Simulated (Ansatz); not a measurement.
This Ansatz 0.2.0 run on SrO needs a look.

Contents of input.yaml:

```yaml
crystal:
  lattice:
    - [0.0, 2.5663, 2.5663]
    - [2.5663, 0.0, 2.5663]
    - [2.5663, 2.5663, 0.0]
  atoms:
    - { symbol: Sr, position: [0.5, 0.5, 0.5] }
    - { symbol: O, position: [0.0, 0.0, 0.0] }
hamiltonian:
  xc: { exchange: pbe, correlation: pbe, exx: { coeff: 0.25, omega: 0.3 } }
  pseudopotentials: { kind: paw }
kpoints:
  mp_grid: { grid: [6, 6, 6] }
scf:
  occupations: { method: gaussian, width: 0.15 }
  max_iter: 50
output:
  forces: true
  stress: true
relax:
  f_tol: 0.01
  max_steps: 40
  cell: { stress_tol: 0.05 }
basis:
  ecutwfc: "40 Ry/bohr"
```

Potentials or basis: Ansatz PAW.

Launch:

```sh
$ ansatz run input.yaml --threads 1 --pin off --max-ram 2560MiB --backend cpu --events-out ev --progress --plain --runs-dir out
```

Output:

```text
Error: YAML parse error: error: line 25 column 12: unknown unit factor `Ry/bohr`
  --> <input>:25:12
   |
23 |   cell: { stress_tol: 0.05 }
24 | basis:
25 |   ecutwfc: "40 Ry/bohr"
   |            ^ unknown unit factor `Ry/bohr`
```

Q: Diagnose the run.

A: The input was rejected before any iteration. The input holds a flaw that was put in on purpose: a cutoff in the wrong unit (basis.ecutwfc = 40 Ry/bohr).
